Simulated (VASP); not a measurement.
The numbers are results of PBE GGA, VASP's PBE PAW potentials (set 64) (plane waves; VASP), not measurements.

A VASP calculation is set up with these files.

### KPOINTS
```
Automatic mesh
0
gamma
4 4 4
0 0 0
```

INCAR:
```
ALGO = Normal
EDIFF = 1E-8
ENCUT = 400
GGA = PE
IBRION = 8
ISIF = 2
ISMEAR = -1
LASPH = .TRUE.
LCHARG = .FALSE.
LEPSILON = .TRUE.
LMAXMIX = 4
LREAL = .FALSE.
LWAVE = .FALSE.
NELM = 100
NSW = 1
PREC = Accurate
SIGMA = 0.05
SYSTEM = BaSnO3
```

POSCAR:
```
BaSnO3
1
    4.1422270000     0.0000000000     0.0000000000
    0.0000000000     4.1422270000     0.0000000000
    0.0000000000     0.0000000000     4.1422270000
Ba Sn O
1 1 3
Direct
  0.5000000000   0.5000000000   0.5000000000
  0.0000000000   0.0000000000   0.0000000000
  0.0000000000   0.5000000000   0.0000000000
  0.5000000000   0.0000000000   0.0000000000
  0.0000000000   0.0000000000   0.5000000000
```

POTCAR, in this order: Ba_sv Sn_d O (PBE.64 set). Program: vasp_std.

Output

File OSZICAR:
```
...
RMM:   5    -0.203292640762E+00   -0.10180E-03   -0.39600E-05  1774   0.228E-02    0.794E-03
RMM:   6    -0.203422452322E+00   -0.12981E-03   -0.42438E-06  1736   0.106E-02    0.199E-03
RMM:   7    -0.203392130214E+00    0.30322E-04   -0.11722E-06  1739   0.404E-03    0.118E-03
RMM:   8    -0.203404061246E+00   -0.11931E-04   -0.31214E-07  1800   0.190E-03    0.227E-04
RMM:   9    -0.203405008296E+00   -0.94705E-06   -0.39527E-07  1906   0.114E-03    0.147E-04
RMM:  10    -0.203405144334E+00   -0.13604E-06   -0.38715E-07  1898   0.900E-04    0.906E-05
RMM:  11    -0.203405607484E+00   -0.46315E-06   -0.44735E-07  1919   0.800E-04    0.435E-05
RMM:  12    -0.203406238163E+00   -0.63068E-06   -0.32803E-07  1939   0.759E-04    0.110E-05
RMM:  13    -0.203406153084E+00    0.85079E-07   -0.45617E-07  1987   0.726E-04    0.685E-06
RMM:  14    -0.203406221401E+00   -0.68316E-07   -0.45054E-07  1953   0.716E-04    0.560E-06
RMM:  15    -0.203406331700E+00   -0.11030E-06   -0.32983E-07  2016   0.710E-04    0.978E-06
RMM:  16    -0.203406242307E+00    0.89393E-07   -0.43889E-07  1980   0.706E-04    0.308E-06
RMM:  17    -0.203406243213E+00   -0.90583E-09   -0.43674E-07  1896   0.698E-04    0.373E-06
RMM:  18    -0.203406240789E+00    0.24243E-08   -0.35167E-07  1803   0.698E-04    0.392E-06
RMM:  19    -0.203406239393E+00    0.13957E-08   -0.52574E-07  1800   0.696E-04    0.492E-06
RMM:  20    -0.203406243827E+00   -0.44343E-08   -0.30856E-07  1824   0.695E-04    0.390E-06
RMM:  21    -0.203406242100E+00    0.17273E-08   -0.47000E-07  1888   0.695E-04    0.482E-06
RMM:  22    -0.203406248843E+00   -0.67431E-08   -0.30149E-07  1857   0.694E-04    0.372E-06
RMM:  23    -0.203406246746E+00    0.20973E-08   -0.18223E-07  1833   0.695E-04    0.421E-06
 Linear response progress:
  Degree of freedom:   2/  4
       N       E                     dE             d eps       ncg     rms          rms(c)
RMM:   1    -0.209484526531E+00   -0.20948E+00    0.25096E+00  1228   0.173E+01
RMM:   2    -0.215303927140E+00   -0.58194E-02   -0.19728E-02  1473   0.936E-01    0.107E-01
RMM:   3    -0.215020692753E+00    0.28323E-03   -0.11387E-03  1600   0.207E-01    0.602E-02
RMM:   4    -0.214633111726E+00    0.38758E-03   -0.17679E-04  1636   0.831E-02    0.282E-02
RMM:   5    -0.214538824207E+00    0.94288E-04   -0.23871E-05  1739   0.299E-02    0.744E-03
RMM:   6    -0.214538092631E+00    0.73158E-06   -0.38525E-06  1810   0.100E-02    0.136E-03
RMM:   7    -0.214545192190E+00   -0.70996E-05   -0.91348E-07  1845   0.362E-03    0.363E-04
RMM:   8    -0.214547506241E+00   -0.23141E-05   -0.38753E-07  1844   0.168E-03    0.132E-04
RMM:   9    -0.214547147930E+00    0.35831E-06   -0.93037E-08  1916   0.988E-04    0.393E-05
RMM:  10    -0.214546878779E+00    0.26915E-06   -0.28780E-08  1912   0.727E-04    0.232E-05
RMM:  11    -0.214546514020E+00    0.36476E-06    0.17503E-07  1919   0.608E-04    0.205E-05
RMM:  12    -0.214546517464E+00   -0.34434E-08   -0.51786E-07  1999   0.524E-04    0.636E-06
RMM:  13    -0.214546494355E+00    0.23109E-07   -0.40964E-07  2044   0.476E-04    0.613E-06
RMM:  14    -0.214546506510E+00   -0.12156E-07   -0.38608E-07  2016   0.445E-04    0.106E-05
RMM:  15    -0.214546520560E+00   -0.14049E-07   -0.34488E-07  2037   0.424E-04    0.842E-06
RMM:  16    -0.214546512530E+00    0.80298E-08   -0.30166E-07  2093   0.408E-04    0.790E-06
RMM:  17    -0.214546497612E+00    0.14917E-07   -0.28687E-07  2068   0.396E-04    0.670E-06
RMM:  18    -0.214546494930E+00    0.26826E-08   -0.23902E-07  1975   0.388E-04    0.700E-06
RMM:  19    -0.214546494410E+00    0.52001E-09   -0.22529E-07  1941   0.381E-04    0.712E-06
 Linear response progress:
  Degree of freedom:   3/  4
       N       E                     dE             d eps       ncg     rms          rms(c)
RMM:   1    -0.370672649628E+00   -0.37067E+00    0.29470E-01  2439   0.277E+00
RMM:   2    -0.368763213046E+00    0.19094E-02   -0.11838E-02  2402   0.462E-01    0.133E-01
RMM:   3    -0.370338716813E+00   -0.15755E-02   -0.15472E-03  2425   0.176E-01    0.727E-02
RMM:   4    -0.372344886554E+00   -0.20062E-02   -0.73924E-04  2363   0.133E-01    0.183E-02
RMM:   5    -0.372343256976E+00    0.16296E-05   -0.85444E-05  2598   0.384E-02    0.307E-03
RMM:   6    -0.372378706004E+00   -0.35449E-04   -0.13090E-05  2808   0.118E-02    0.176E-03
RMM:   7    -0.372383689201E+00   -0.49832E-05   -0.11709E-05  2741   0.491E-03    0.661E-04
RMM:   8    -0.372382892008E+00    0.79719E-06   -0.42505E-06  2792   0.234E-03    0.156E-04
RMM:   9    -0.372382139063E+00    0.75294E-06   -0.16154E-06  2802   0.134E-03    0.124E-04
RMM:  10    -0.372382465992E+00   -0.32693E-06   -0.21369E-06  2834   0.978E-04    0.445E-05
RMM:  11    -0.372382771126E+00   -0.30513E-06   -0.76667E-07  2932   0.772E-04    0.379E-05
RMM:  12    -0.372382768505E+00    0.26216E-08   -0.10653E-06  2917   0.691E-04    0.208E-05
RMM:  13    -0.372382823722E+00   -0.55217E-07   -0.30094E-07  2921   0.647E-04    0.139E-05
RMM:  14    -0.372382841061E+00   -0.17339E-07   -0.57348E-07  2926   0.621E-04    0.954E-06
RMM:  15    -0.372382862273E+00   -0.21212E-07   -0.29154E-07  2923   0.609E-04    0.778E-06
RMM:  16    -0.372382881057E+00   -0.18784E-07   -0.75941E-07  2946   0.605E-04    0.481E-06
RMM:  17    -0.372382875204E+00    0.58533E-08   -0.11682E-07  2864   0.598E-04    0.554E-06
RMM:  18    -0.372382881079E+00   -0.58751E-08   -0.85088E-08  2776   0.598E-04    0.510E-06
 Linear response progress:
  Degree of freedom:   4/  4
       N       E                     dE             d eps       ncg     rms          rms(c)
RMM:   1    -0.371955169178E+00   -0.37196E+00    0.40437E-01  1659   0.316E+00
RMM:   2    -0.365759164864E+00    0.61960E-02   -0.12979E-02  1579   0.574E-01    0.176E-01
RMM:   3    -0.367285550805E+00   -0.15264E-02   -0.20891E-03  1572   0.245E-01    0.859E-02
RMM:   4    -0.368933118834E+00   -0.16476E-02   -0.10465E-03  1598   0.169E-01    0.285E-02
RMM:   5    -0.369000672254E+00   -0.67553E-04   -0.51087E-05  1640   0.393E-02    0.303E-03
RMM:   6    -0.369042235100E+00   -0.41563E-04   -0.45540E-06  1743   0.101E-02    0.160E-03
RMM:   7    -0.369029255586E+00    0.12980E-04    0.62505E-09  1726   0.348E-03    0.430E-04
RMM:   8    -0.369033529412E+00   -0.42738E-05   -0.52844E-07  1813   0.150E-03    0.235E-04
RMM:   9    -0.369033044190E+00    0.48522E-06   -0.75245E-07  1850   0.894E-04    0.438E-05
RMM:  10    -0.369032883645E+00    0.16055E-06   -0.89105E-07  1950   0.660E-04    0.189E-05
RMM:  11    -0.369032986570E+00   -0.10292E-06   -0.35895E-07  1945   0.614E-04    0.138E-05
RMM:  12    -0.369032978339E+00    0.82308E-08   -0.32026E-07  1971   0.594E-04    0.550E-06
RMM:  13    -0.369032995245E+00   -0.16906E-07   -0.61824E-07  1951   0.588E-04    0.784E-06
RMM:  14    -0.369033001870E+00   -0.66249E-08    0.47062E-07  1907   0.577E-04    0.308E-06
RMM:  15    -0.369033009660E+00   -0.77906E-08   -0.11714E-06  1869   0.578E-04    0.533E-06
RMM:  16    -0.369033006477E+00    0.31835E-08   -0.26956E-07  1892   0.572E-04    0.244E-06
RMM:  17    -0.369033004662E+00    0.18147E-08   -0.13841E-06  1873   0.578E-04    0.387E-06
RMM:  18    -0.369033006831E+00   -0.21691E-08   -0.62608E-07  1866   0.572E-04    0.313E-06
RMM:  19    -0.369033006139E+00    0.69248E-09   -0.23918E-06  1833   0.575E-04    0.346E-06
RMM:  20    -0.369033006507E+00   -0.36835E-09   -0.39930E-07  1828   0.572E-04    0.250E-06
RMM:  21    -0.369033011565E+00   -0.50586E-08   -0.86548E-07  1909   0.577E-04    0.328E-06
RMM:  22    -0.369033010185E+00    0.13800E-08   -0.48875E-07  1863   0.573E-04    0.269E-06
RMM:  23    -0.369033009213E+00    0.97206E-09   -0.10009E-06  1869   0.575E-04    0.336E-06
RMM:  24    -0.369033012138E+00   -0.29249E-08   -0.49335E-07  1919   0.573E-04    0.303E-06
 Linear response finished
```

**OUTCAR**
```
------------------------ aborting loop because EDIFF is reached ----------------------------------------

 HEAD OF MICROSCOPIC STATIC DIELECTRIC TENSOR (INDEPENDENT PARTICLE, excluding Hartree and local field effects)
 ------------------------------------------------------
           6.197060    -0.000000     0.000000
          -0.000000     6.197060     0.000000
          -0.000000    -0.000000     6.197060
 ------------------------------------------------------

 MACROSCOPIC STATIC DIELECTRIC TENSOR (including local field effects in DFT)
 ------------------------------------------------------
           6.079869     0.000000    -0.000000
          -0.000000     6.079869     0.000000
           0.000000     0.000000     6.079869
 ------------------------------------------------------

 PIEZOELECTRIC TENSOR (including local field effects)  for field in x, y, z        (e  Angst)
          XX          YY          ZZ          XY          YZ          ZX
  --------------------------------------------------------------------------------
  x     0.00000     0.00000     0.00000     0.00000     0.00000     0.00000
  y     0.00000     0.00000     0.00000     0.00000     0.00000     0.00000
  z     0.00000     0.00000     0.00000     0.00000     0.00000     0.00000

 PIEZOELECTRIC TENSOR (including local field effects)  for field in x, y, z        (C/m^2)
          XX          YY          ZZ          XY          YZ          ZX
  --------------------------------------------------------------------------------
  x     0.00000     0.00000     0.00000     0.00000     0.00000     0.00000
  y     0.00000     0.00000     0.00000     0.00000     0.00000     0.00000
  z     0.00000     0.00000     0.00000     0.00000     0.00000     0.00000

 BORN EFFECTIVE CHARGES (including local field effects) (in |e|, cummulative output)
 ---------------------------------------------------------------------------------
 ion    1
    1     2.74074    -0.00000    -0.00000
    2    -0.00000     2.74074    -0.00000
    3     0.00000     0.00000     2.74074
 ion    2
    1     4.38012    -0.00000    -0.00000
    2    -0.00000     4.38012    -0.00000
    3     0.00000     0.00000     4.38012
 ion    3
    1    -1.72715    -0.00000    -0.00000
    2    -0.00000    -3.66656    -0.00000
    3     0.00000     0.00000    -1.72715
 ion    4
    1    -3.66656    -0.00000    -0.00000
    2    -0.00000    -1.72715    -0.00000
    3     0.00000     0.00000    -1.72715
 ion    5
    1    -1.72715     0.00000    -0.00000
    2    -0.00000    -1.72715    -0.00000
    3     0.00000    -0.00000    -3.66656

   1 f  =   18.211733 THz   114.427693 2PiTHz  607.478023 cm-1    75.317642 meV
             X         Y         Z           dx          dy          dz
      2.071114  2.071114  2.071114    -0.006314    0.000171    0.000000
      0.000000  0.000000  0.000000    -0.242979    0.006562   -0.000000
      0.000000  2.071114  0.000000    -0.135193   -0.025674   -0.000000
      2.071114  0.000000  0.000000     0.950599    0.003651    0.000000
      0.000000  0.000000  2.071114    -0.135193    0.003651    0.000000

   2 f  =   18.211733 THz   114.427693 2PiTHz  607.478023 cm-1    75.317642 meV
             X         Y         Z           dx          dy          dz
      2.071114  2.071114  2.071114     0.000171    0.006314   -0.000000
      0.000000  0.000000  0.000000     0.006562    0.242979   -0.000000
      0.000000  2.071114  0.000000     0.003651   -0.950599   -0.000000
      2.071114  0.000000  0.000000    -0.025674    0.135193   -0.000000
      0.000000  0.000000  2.071114     0.003651    0.135193    0.000000

   3 f  =   18.211733 THz   114.427693 2PiTHz  607.478023 cm-1    75.317642 meV
             X         Y         Z           dx          dy          dz
      2.071114  2.071114  2.071114    -0.000000   -0.000000   -0.006316
      0.000000  0.000000  0.000000    -0.000000   -0.000000   -0.243067
      0.000000  2.071114  0.000000    -0.000000    0.000000   -0.135242
      2.071114  0.000000  0.000000     0.000000   -0.000000   -0.135242
      0.000000  0.000000  2.071114    -0.000000   -0.000000    0.950945

   4 f  =    6.648150 THz    41.771560 2PiTHz  221.758423 cm-1    27.494528 meV
             X         Y         Z           dx          dy          dz
      2.071114  2.071114  2.071114    -0.029772    0.014147   -0.001333
      0.000000  0.000000  0.000000     0.452431   -0.214982    0.020254
      0.000000  2.071114  0.000000    -0.550993    0.019613   -0.024666
      2.071114  0.000000  0.000000    -0.041277    0.261815   -0.024666
      0.000000  0.000000  2.071114    -0.550993    0.261815   -0.001848

   5 f  =    6.648150 THz    41.771560 2PiTHz  221.758423 cm-1    27.494528 meV
             X         Y         Z           dx          dy          dz
      2.071114  2.071114  2.071114    -0.013439   -0.029039   -0.008026
      0.000000  0.000000  0.000000     0.204227    0.441289    0.121970
      0.000000  2.071114  0.000000    -0.248718   -0.040260   -0.148541
      2.071114  0.000000  0.000000    -0.018632   -0.537424   -0.148541
      0.000000  0.000000  2.071114    -0.248718   -0.537424   -0.011128

   6 f  =    6.648150 THz    41.771560 2PiTHz  221.758423 cm-1    27.494528 meV
             X         Y         Z           dx          dy          dz
      2.071114  2.071114  2.071114    -0.004615   -0.006701    0.031971
      0.000000  0.000000  0.000000     0.070133    0.101824   -0.485834
      0.000000  2.071114  0.000000    -0.085412   -0.009290    0.591672
      2.071114  0.000000  0.000000    -0.006398   -0.124007    0.591672
      0.000000  0.000000  2.071114    -0.085412   -0.124007    0.044324

   7 f  =    6.065065 THz    38.107928 2PiTHz  202.308794 cm-1    25.083082 meV
             X         Y         Z           dx          dy          dz
      2.071114  2.071114  2.071114     0.000000    0.000000   -0.000000
      0.000000  0.000000  0.000000    -0.000000   -0.000000   -0.000000
      0.000000  2.071114  0.000000     0.403755   -0.000000    0.580427
      2.071114  0.000000  0.000000     0.000000    0.009310   -0.580427
      0.000000  0.000000  2.071114    -0.403755   -0.009310    0.000000

   8 f  =    6.065065 THz    38.107928 2PiTHz  202.308794 cm-1    25.083082 meV
...
```
(Selected blocks of OUTCAR.)

The dielectric response may not be converged in the k-mesh; for small gaps it tends to come out too large.

The structure comes from a computed database's BaSnO3 entry; how it stands against other phases isn't given here. The cell was not relaxed at this level. The run is one of a series of settings (EDIFF = 1E-8, IBRION = 8, LEPSILON = .TRUE., NSW = 1 against the base run), some of them coarse on purpose.
